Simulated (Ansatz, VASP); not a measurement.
## One calculation of TePb, two programs

```
Te Pb
1.0
     0.00000    3.29437    3.29437
     3.29437    0.00000    3.29437
     3.29437    3.29437    0.00000
Te Pb
1 1
Direct
  0.50000 0.50000 0.50000
  0.00000 0.00000 0.00000
```

Alike in both runs: task single point; functional r2SCAN; k mesh 8 × 8 × 8; occupations gaussian, width 0.05 eV; no spin polarisation.

|  | VASP | Ansatz |
| --- | --- | --- |
| version | VASP 6.6.1 | Ansatz 0.2.0 |
| potentials or method | VASP PAW PBE potentials, release 64 (Te, Pb_d) | scalar-relativistic, plane waves, PAW |
| plane-wave cutoff (eV) | 520 | 500 |
| valence electrons in the cell | 20 | 30 |

```tsv
	VASP	Ansatz	Ansatz less VASP
gap on the k mesh at the Fermi level (eV)	1.14	1.14	-0.003
pressure (GPa)	-1.0	-1.0	+0.01
```

The two sets of potentials don't hold the same shells in valence.

Caveats: the PAW data sets were made with another functional, which shifts forces and pressure a little (VASP); spin-orbit coupling is left out, which as a rule narrows the gap of such compounds by several tenths of an eV. A k mesh can miss the band edges.
